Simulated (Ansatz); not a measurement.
# CsPbBr3 (Pm-3m) in Ansatz: reference runs

How does CsPbBr3 come out in PBEsol? The cell is run as given and disturbed.

Everything below comes from runs of Ansatz 0.2.0. Logs are shortened: lines on timing, memory, paths and dates and some standing lists are left out, and cuts for length are marked.

**1. The crystal as given**

Symmetry: Pm-3m, No. 221, cubic system. The conventional cell has a = 5.870 Å, b = 5.870 Å, c = 5.870 Å, α = 90.00°, β = 90.00°, γ = 90.00°. Pb (site symmetry m-3m) has 6 Br at 2.94 Å as nearest neighbours. Cs (site symmetry m-3m) is surrounded by 12 Br at 4.15 Å. Br (site symmetry 4/mmm) has 2 Pb at 2.94 Å as nearest neighbours.

Measurements of this composition are mostly on another form, of space group No. 62.

**2. Single point, PBEsol**

Input file input.yaml:

```yaml
crystal:
  lattice:
    - [5.87, 0.0, 0.0]
    - [0.0, 5.87, 0.0]
    - [0.0, 0.0, 5.87]
  atoms:
    - { symbol: Pb, position: [0.5, 0.5, 0.5] }
    - { symbol: Cs, position: [0.0, 0.0, 0.0] }
    - { symbol: Br, position: [0.5, 0.5, 0.0] }
    - { symbol: Br, position: [0.5, 0.0, 0.5] }
    - { symbol: Br, position: [0.0, 0.5, 0.5] }
kpoints:
  mp_grid: { grid: [5, 5, 5] }
scf:
  occupations: { method: fermi_dirac, width: 0.05 }
hamiltonian:
  xc: pbesol
  pseudopotentials: { kind: all_electron, lapw: { basis_error: 0.001 } }
output:
  forces: true
  stress: true
  eigenvalues: true
  populations: true
```

Potentials or basis: all-electron LAPW, scalar-relativistic.

Started as:

```bash
$ ansatz run input.yaml --threads 4 --pin off --max-ram 12288MiB --backend cpu --events-out ev --progress --plain --runs-dir out
```

Log:

```text
Warning: RAYON_NUM_THREADS=4 ignored (pool sized by the plan → 4); use --threads N
Pb: projections on atomic orbitals take those of the free atom 1s2 2s2 2p6 3s2 3p6 3d10 4s2 4p6 4d10 4f14 5s2 5p6 5d10 6s2 6p2, of charge +0.00 (hamiltonian.pseudopotentials.projection_atoms)
Cs: projections on atomic orbitals take those of the free atom 1s2 2s2 2p6 3s2 3p6 3d10 4s2 4p6 4d10 5s2 5p6 6s1, of charge +0.00 (hamiltonian.pseudopotentials.projection_atoms)
Br: projections on atomic orbitals take those of the free atom 1s2 2s2 2p6 3s2 3p6 3d10 4s2 4p5, of charge +0.00 (hamiltonian.pseudopotentials.projection_atoms)
LAPW: plane waves up to 7.343 Å⁻¹, error target 1.0e-3 eV per atom; small_component_spin mean_spin; Br in spheres of 1.372 Å, 25 of its electrons in bands, Dirac shells []; Cs in spheres of 1.563 Å, 27 of its electrons in bands, Dirac shells []; Pb in spheres of 1.563 Å, 36 of its electrons in bands, Dirac shells [] (how accurate: hamiltonian.pseudopotentials.lapw.basis_error, Limitations)
Engine: ansatz 0.2.0, aarch64-unknown-linux-gnu
Pseudopotentials: kind: all_electron
Pseudopotential: Pb, LAPW, valence charge 36, lapw/all_electron/scalar/gaussian/Pb, Koelling and Harmon's equation, gaussian nucleus
Pseudopotential: Cs, LAPW, valence charge 27, lapw/all_electron/scalar/gaussian/Cs, Koelling and Harmon's equation, gaussian nucleus
Pseudopotential: Br, LAPW, valence charge 25, lapw/all_electron/scalar/gaussian/Br, Koelling and Harmon's equation, gaussian nucleus
Functional definition: PBEsol
  exchange = pbesol_x
  correlation = pbesol_c
Crystal: 5 atoms, lattice volume = 202.262 Å³
Basis set: ecut = 205.4461291215174 eV, 1357 PW (Γ), exchange–correlation at level 2
Bands: 83, of which v1, the nominal top of the filled ones, is band 69 counted from 1 (68 counted from 0)
Symmetry: 48 space group operations
Space group: Pm-3m (ITA 221), of the structure as read, at distance tolerance 5.9e-5 Å
k-points: 10 of 125
Non-local potential: Pb, projectors of the file, none
Non-local potential: Cs, projectors of the file, none
Non-local potential: Br, projectors of the file, none
Initial density: superposition of atomic densities (chi_scale 0.1, normalization cell, long waves kept (reshape's long-wave potential 0.01 eV rms))
Initial wavefunctions: plane waves of lowest kinetic energy (no species holds an atomic orbital)
Functional: x = pbesol(κ = 0.804, μ = 0.12345679012345678), c = pbesol(β = 0.046)
iter 1 solved again at ethr=9.40e-4 eV; its pass at ethr=1.00e-1 eV (dr2=1.30e0 eV) is discarded
SCF iter   1: F=—  HF=-992357.993951 eV  |F-HF|=—  |Δ(HF+E_count)|=         —  Δρ=1.54e-2  dr2=1.30e0  ethr=9.40e-4  ⟨swp⟩=2.1  Hψ=5077  notcnv=0
preconditioner: auto → Resta (q_TF=auto, 2.560 Å⁻¹)  ε∞=2.3  [insulator: Δε(μ)=2.812 eV  Ē_g=14.947 eV  σ=0.050 eV  W_gap=1.00  n_scr=56 (ndim 8)  ℏωp=17.3 eV  f_vac=0.339  D(μ)=0.00/eV (n_scr^D=0)  ε∞_Penn≈2.3]
SCF iter   2: F=—  HF=-992357.515681 eV  |F-HF|=—  |Δ(HF+E_count)|=   4.78e-1  Δρ=6.19e-3  dr2=2.14e-1  ethr=9.39e-4  ⟨swp⟩=2.2  Hψ=2622  notcnv=0  defer=1
SCF iter   3: F=—  HF=-992357.488626 eV  |F-HF|=—  |Δ(HF+E_count)|=   2.71e-2  Δρ=2.89e-3  dr2=4.62e-2  ethr=1.55e-4  ⟨swp⟩=2.0  Hψ=2620  notcnv=0
iter 4 solved again at ethr=8.03e-7 eV; its pass at ethr=3.34e-5 eV (dr2=1.11e-3 eV) is discarded
SCF iter   4: F=—  HF=-992357.493756 eV  |F-HF|=—  |Δ(HF+E_count)|=         —  Δρ=6.07e-4  dr2=1.11e-3  ethr=8.03e-7  ⟨swp⟩=2.0  Hψ=4306  notcnv=0
the basis was enlarged: its passes take 172.5 KiB over the memory plan, 4 of 4 planned eigensolver slots
SCF iter   5: F=—  HF=-992357.493338 eV  |F-HF|=—  |Δ(HF+E_count)|=   4.18e-4  Δρ=1.90e-4  dr2=1.43e-4  ethr=8.03e-7  ⟨swp⟩=3.0  Hψ=2625  notcnv=0
SCF iter   6: F=—  HF=-992357.493519 eV  |F-HF|=—  |Δ(HF+E_count)|=   1.80e-4  Δρ=6.41e-5  dr2=2.07e-5  ethr=1.04e-7  ⟨swp⟩=3.0  Hψ=2604  notcnv=0
SCF iter   7: F=—  HF=-992357.493532 eV  |F-HF|=—  |Δ(HF+E_count)|=   1.31e-5  Δρ=3.19e-5  dr2=4.23e-6  ethr=1.50e-8  ⟨swp⟩=3.0  Hψ=2597  notcnv=0
SCF iter   8: F=—  HF=-992357.493541 eV  |F-HF|=—  |Δ(HF+E_count)|=   9.59e-6  Δρ=7.32e-6  dr2=2.38e-7  ethr=3.06e-9  ⟨swp⟩=3.0  Hψ=2610  notcnv=0
SCF iter   9: F=-992357.493542 eV  HF=-992357.493542 eV  |F-HF|=7.57e-8  |Δ(HF+E_count)|=   5.96e-7  Δρ=2.58e-6  dr2=2.14e-8  ethr=1.73e-10  ⟨swp⟩=3.0  Hψ=2614  notcnv=0
SCF 1 converged in 9 iterations: F = -992357.493542 eV  dr2 = 2.14e-8
SCF converged after 9 iterations
Free energy (F): -992357.493542 eV
Harris-Foulkes:  -992357.493542 eV  (|F-HF|=7.57e-8)
Internal energy: -992357.493542 eV  (E = F + TS)
E sigma→0 (E₀):  -992357.493542 eV
Fermi energy:    6.593732 eV
--- Per-component energies (eV) ---
  E_band       = -10398.428650
  E_kinetic    = 1097839.919666
  E_xc         = -22974.567497
  E_electrostatic = -2067222.845711  (all electrons and nuclei)
  E_smearing   = -0.000000  (= −TS)
  E_closure    = 0.000000  (closes the sum)
  E_atoms      = -992340.753840  (free atoms, spherical and without spin; not in F)
  Σ components = -992357.493542   (vs F -992357.493542, Δ=0.00e0)
  Basis errors (estimates in eV, not in F): energy 4.6e-4 per atom: plane waves 4.3e-4 (2.4e-4 summed), levels above the bands 3.3e-69, relativity 4.4e-8, radial functions 2.4e-5, core shells 4.6e-8; eigenvalues (radial functions only) 1.2e-5; not estimated: angular momenta, meshes, grids; target (lapw.basis_error) 1.0e-3; muffin-tin radii Br 1.372 Å, Cs 1.563 Å, Pb 1.563 Å
--- Forces (eV/Å), atoms counted from 1 ---
  atom   1  Pb    -0.00000000    -0.00000000    -0.00000000
  atom   2  Cs     0.00000000     0.00000000     0.00000000
  atom   3  Br     0.00000000    -0.00000000    -0.00000000
  atom   4  Br     0.00000000    -0.00000000    -0.00000000
  atom   5  Br     0.00000000    -0.00000000     0.00000000
  max |Σ_I F_I| component: 6.80e-30 eV/Å
--- Stress (GPa, compression-positive) ---
       -0.033516       0.000000       0.000000
        0.000000      -0.033516       0.000000
        0.000000       0.000000      -0.033516
  P = ⅓ Tr σ = -0.0335 GPa (-0.335 kbar)
--- Band table (eV; the first three rows and the last of 10) ---
  k-point 0: bands = ["-225.2681", "-225.2681", "-225.2681", "-208.5918", "-160.9533", "-160.9533", "-160.9533", "-160.8591", "-160.8591", "-160.8591", "-160.8591", "-160.8591", "-160.8591", "-149.2168", "-149.2168", "-149.2168", "-133.3885", "-122.4336", "-122.4309", "-122.4309", "-122.4309", "-122.4287", "-122.4287", "-122.4287", "-75.1831", "-75.1831", "-75.1831", "-62.8778", "-62.8778", "-62.8776", "-62.8776", "-62.8776", "-54.4661", "-54.4661", "-54.4661", "-54.4402", "-54.4402", "-54.4402", "-54.4401", "-54.4401", "-54.4401", "-54.3685", "-54.3685", "-54.3685", "-54.3682", "-54.3682", "-54.3682", "-15.4739", "-10.8552", "-10.8552", "-10.6822", "-10.6822", "-10.6822", "-8.8722", "-8.1378", "-8.1378", "-2.2473", "-2.2473", "-2.2473", "-1.0342", "1.5906", "1.5906", "1.5906", "3.8009", "3.8009", "3.8009", "3.9209", "3.9209", "3.9209", "8.8562", "9.9972", "9.9972", "10.7404", "10.7404", "10.7404", "11.9331", "11.9331", "11.9331", "13.5728", "13.5728", "13.5728", "15.6547", "15.6547"]
  k-point 1: bands = ["-225.2681", "-225.2681", "-225.2681", "-208.5918", "-160.9533", "-160.9533", "-160.9533", "-160.8591", "-160.8591", "-160.8591", "-160.8591", "-160.8591", "-160.8591", "-149.2168", "-149.2168", "-149.2168", "-133.3885", "-122.4336", "-122.4309", "-122.4309", "-122.4309", "-122.4287", "-122.4287", "-122.4287", "-75.1831", "-75.1831", "-75.1831", "-62.8778", "-62.8778", "-62.8776", "-62.8776", "-62.8776", "-54.4661", "-54.4661", "-54.4661", "-54.4402", "-54.4402", "-54.4402", "-54.4401", "-54.4401", "-54.4401", "-54.3685", "-54.3685", "-54.3685", "-54.3682", "-54.3682", "-54.3682", "-15.4735", "-10.8551", "-10.8324", "-10.6826", "-10.6826", "-10.6822", "-8.8275", "-8.2240", "-8.1372", "-2.2431", "-2.2427", "-2.2427", "-1.3711", "1.6216", "1.6216", "2.2720", "3.7533", "3.7550", "3.7550", "3.8775", "3.8775", "3.9124", "9.2444", "10.2284", "10.2994", "10.7485", "10.8739", "10.9609", "10.9609", "11.8778", "11.8778", "13.0472", "13.7294", "13.7294", "14.5140", "15.2732"]
  k-point 2: bands = ["-225.2681", "-225.2681", "-225.2681", "-208.5918", "-160.9533", "-160.9533", "-160.9533", "-160.8591", "-160.8591", "-160.8591", "-160.8591", "-160.8591", "-160.8591", "-149.2168", "-149.2168", "-149.2168", "-133.3885", "-122.4336", "-122.4309", "-122.4309", "-122.4309", "-122.4287", "-122.4287", "-122.4287", "-75.1831", "-75.1831", "-75.1831", "-62.8778", "-62.8778", "-62.8776", "-62.8776", "-62.8776", "-54.4661", "-54.4661", "-54.4661", "-54.4402", "-54.4402", "-54.4402", "-54.4401", "-54.4401", "-54.4401", "-54.3685", "-54.3685", "-54.3685", "-54.3682", "-54.3682", "-54.3682", "-15.4729", "-10.8551", "-10.7946", "-10.6832", "-10.6832", "-10.6822", "-8.7006", "-8.4192", "-8.1362", "-2.2364", "-2.2352", "-2.2352", "-1.7473", "1.6748", "1.6748", "3.0604", "3.6676", "3.6676", "3.6797", "3.8197", "3.8197", "4.3321", "8.8414", "10.1339", "10.7745", "10.9088", "11.2057", "11.2057", "11.2160", "12.2357", "12.2357", "12.2783", "12.9593", "13.3036", "13.3036", "14.1992"]
  k-point 9: bands = ["-225.2681", "-225.2681", "-225.2681", "-208.5918", "-160.9533", "-160.9533", "-160.9533", "-160.8591", "-160.8591", "-160.8591", "-160.8591", "-160.8591", "-160.8591", "-149.2168", "-149.2168", "-149.2168", "-133.3885", "-122.4336", "-122.4309", "-122.4309", "-122.4309", "-122.4287", "-122.4287", "-122.4287", "-75.1831", "-75.1831", "-75.1831", "-62.8778", "-62.8778", "-62.8776", "-62.8776", "-62.8776", "-54.4661", "-54.4661", "-54.4661", "-54.4402", "-54.4401", "-54.4401", "-54.4401", "-54.4401", "-54.4401", "-54.3685", "-54.3685", "-54.3685", "-54.3682", "-54.3682", "-54.3682", "-15.4713", "-10.7582", "-10.7582", "-10.6841", "-10.6841", "-10.6841", "-8.5195", "-8.4435", "-8.4435", "-2.9145", "-2.2762", "-2.2762", "-2.2675", "3.0454", "3.1123", "3.1123", "3.4207", "3.4207", "4.2037", "4.2037", "4.2444", "5.3250", "7.8979", "7.8979", "8.0804", "10.5359", "11.2282", "11.2282", "11.2347", "12.2279", "12.2279", "13.4371", "13.6872", "13.6872", "14.1632", "14.1632"]
--- Löwdin populations: 5 sites ---
  site symbol       q [e]
     0     Pb     81.5146
     1     Cs     54.2076
     2     Br     35.3844
     3     Br     35.3844
     4     Br     35.3844
  spilling = 0.000515 (of n_electrons = 242.000000)
```

Wall time 11 s (4 threads of Arm Neoverse V2, shared host); peak memory 0.61 GiB.

Results:

| Item | Value |
| --- | --- |
| Free energy | -992357.4935 eV |
| Pressure | 0.0 GPa |
| Band gap on the k mesh | 2.57 eV, direct |
| Loewdin charges | Pb +0.49; Cs +0.79; Br -0.38 e |

Caveat: spin-orbit coupling is left out, which as a rule narrows the gap of such compounds by several tenths of an eV; an odd mesh through Γ misses points on the zone boundary, where band edges often lie.

**3. Single point, PBEsol (atoms moved at random, drawn with an rms of 0.05 Å)**

Input file input.yaml:

```yaml
crystal:
  lattice:
    - [5.87, 0.0, 0.0]
    - [0.0, 5.87, 0.0]
    - [0.0, 0.0, 5.87]
  atoms:
    - { symbol: Pb, position: [0.496429, 0.4935, 0.49965] }
    - { symbol: Cs, position: [-0.00335, -0.000974, -0.005618] }
    - { symbol: Br, position: [0.50649, 0.508899, -0.011428] }
    - { symbol: Br, position: [0.504061, 0.003109, 0.504014] }
    - { symbol: Br, position: [0.006189, 0.491299, 0.494113] }
kpoints:
  mp_grid: { grid: [5, 5, 5] }
scf:
  occupations: { method: fermi_dirac, width: 0.05 }
hamiltonian:
  xc: pbesol
  pseudopotentials: { kind: all_electron, lapw: { basis_error: 0.001 } }
output:
  forces: true
  stress: true
  eigenvalues: true
  populations: true
```

Potentials or basis: all-electron LAPW, scalar-relativistic.

Started as:

```bash
$ ansatz run input.yaml --threads 4 --pin off --max-ram 12288MiB --backend cpu --events-out ev --progress --plain --runs-dir out
```

Wall time 1.9 min (4 threads of Arm Neoverse V2, shared host); peak memory 1.3 GiB.

It converged, with:

- Free energy: -992357.4819 eV
- Pressure: 0.0 GPa
- Largest force: 0.213 eV/Å
- Band gap on the k mesh: 2.51 eV, direct
- Loewdin charges: Pb +0.48; Cs +0.79; Br -0.38 e

Forces on the atoms (eV/Å):
```
Pb   0.120  0.119 -0.130
Cs  -0.007 -0.003 -0.006
Br   0.002 -0.003  0.156
Br   0.003 -0.118 -0.012
Br  -0.118  0.005 -0.007
```

Levels at points of the mesh, in eV from the valence-band top:
```
           k point  band 65  band 66  band 67  band 68  band 69  band 70  band 71  band 72  band 73  band 74
(0.00, 0.00, 0.00)    -1.54    -1.54    -1.42    -1.42    -1.41     3.52     4.66     4.66     5.38     5.40
```

Caveat: spin-orbit coupling is left out, which as a rule narrows the gap of such compounds by several tenths of an eV; an odd mesh through Γ misses points on the zone boundary, where band edges often lie.
